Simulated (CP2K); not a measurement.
C under changes of volume

One of the cells (5.672 Å³/atom); the others are scaled copies at fixed shape and fractional positions:

```
C
1.0
     2.52207    0.00000    0.00000
     1.26103    2.18417    0.00000
     1.26103    0.72806    2.05926
C
2
Direct
  0.75000 0.75000 0.75000
  0.50000 0.50000 0.50000
```

This isn't the form of C at room conditions, which is graphite.

| Property | Result |
| --- | --- |
| Program | CP2K 2026.2 |
| Functional | LDA |
| Potentials or basis | GTH_POTENTIALS C GTH-PADE-q4; TZVP-MOLOPT-PBE-GTH basis |
| Density cutoff | 6123 eV |
| k mesh | 13 × 13 × 13 |
| Occupations | fermi-dirac, width 0.01 eV |
| Spin | no spin polarisation |

| volume (Å³/atom) | energy over the lowest point (meV/atom) | pressure (GPa) | gap on the mesh (eV) |
| --- | --- | --- | --- |
| 5.332 | 10.70 | 18.1 | 4.68 |
| 5.445 | ? | ? | ? |
| 5.558 | 0.00 | -2.3 | 4.58 |
| 5.672 | 4.82 | -11.1 | 4.53 |
| 5.785 | 15.58 | -19.2 | 4.48 |
| 5.899 | 31.78 | -26.4 | 4.43 |
| 6.012 | 52.88 | -33.1 | 4.38 |

Question: What does the run at 5.445 Å³/atom give?

Answer: Energy over the lowest point 1.75 meV/atom; pressure 7.4 GPa; gap on the mesh 4.63 eV.

Worked out: A Birch-Murnaghan fit of order 3 (a polynomial in V^(-2/3)) to the other rows has its minimum at 5.53 Å³/atom with B0 = V·E''(V) = 462 GPa and B' = 3.6. It gives 1.77 meV/atom at 5.445 Å³/atom, against the run's 1.75, and -dE/dV = 7.4 GPa, against 7.4. A straight line through the other rows of the gap, of slope -2.5 eV per unit of ln V, gives 4.63 eV, against the run's 4.63.

Energies are extrapolated to zero smearing.

Caveats: an odd mesh through Γ misses points on the zone boundary, where band edges often lie; the basis of atomic orbitals isn't converged, which shifts pressures, moduli and gaps.
